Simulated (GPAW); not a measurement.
Set up this calculation in GPAW 26.7.0, as an ASE script.

```
Task                : single point
Functional          : BEEF-vdW
Potentials or basis : GPAW PAW data sets (gpaw-data 1.2.1)
Cutoff              : 450 eV
Basis               : pw
k mesh              : 12 × 12 × 1
Occupations         : fermi-dirac, width 0.05 eV
Spin                : no spin polarisation
Maxiter             : 150
Dipole layer        : yes
```

The structure of Zn lies in Zn.xyz:

```xyz
5
Lattice="2.6169740200 0.0000000000 0.0000000000 -1.3084870100 2.2681701736 0.0000000000 0.0000000000 0.0000000000 24.7167705914" Properties=species:S:1:pos:R:3 pbc="T T T"
Zn     0.0000000000      1.5394236483      7.5000000000
Zn     0.0000000000      0.0522928942      9.9163623995
Zn     0.0000000000      1.5917165425     12.3583852957
Zn     1.3084870100      0.8629700172     14.8004081919
Zn     0.0000000000      1.6440094367     17.2167705914
```

The slab is cut from a database's or a generator's crystal, which needn't be the stable form of the element.

The cell isn't the ideal one: the (0 0 1) slab of Zn, cut from the database cell, not relaxed.

These files were run (other wordings do the same):

run.py

```python
import numpy as np
from ase.dft.bandgap import bandgap
from ase.io import read, write
from gpaw import GPAW, PW

atoms = read('Zn.xyz')
atoms.pbc = (True, True, False)

calc = GPAW(mode=PW(450),
            xc={'name': 'BEEF-vdW', 'backend': 'libvdwxc'},
            kpts={'size': (12, 12, 1), 'gamma': True},
            occupations={'name': 'fermi-dirac', 'width': 0.05},
            nbands=47,
            convergence={'density': 1e-05, 'energy': 1e-05},
            maxiter=150,
            poissonsolver={'dipolelayer': 'xy'},
            txt='gpaw.txt')
atoms.calc = calc
energy = atoms.get_potential_energy()
forces = atoms.get_forces()
calc.write('gs.gpw')
write('result.traj', atoms)
print(f'Energy: {energy:.6f} eV')
print('Forces (eV/A):')
print(forces.round(4))
print('Fermi level:', round(calc.get_fermi_level(), 4), 'eV')
print(f'Gap: {bandgap(calc)[0]:.4f} eV, direct: {bandgap(calc, direct=True)[0]:.4f} eV')

v = calc.get_electrostatic_potential().mean(axis=(0, 1))
z = np.arange(len(v)) * atoms.cell[2, 2] / len(v)
ef = calc.get_fermi_level()
np.savetxt('planar.dat', np.c_[z, v], fmt='%.4f')
below, above = np.interp([1.5, atoms.cell[2, 2] - 1.5], z, v) - ef
print(f'Work functions: bottom {below:.4f} eV, top {above:.4f} eV')
print('Dipole moment:', *calc.get_dipole_moment().round(5), 'e A')
```

Potentials or basis: GPAW PAW data sets (gpaw-data 1.2.1), pw.

Launch:

```bash
$ OMP_NUM_THREADS=1 python run.py
```

It gave:

The largest force is 0.304 eV/Å and the band gap on the k mesh is none (metal or under the smearing width). The dipole across the slab is 0.00 e·Å, the work function of the upper face is 4.15 eV and the work function of the lower face is 4.15 eV.

Caveat: the PAW data sets were made with another functional, which shifts forces and pressure a little.

It took 4.2 min on 1 thread of Arm Neoverse V2 (shared host), peak memory 0.33 GiB.
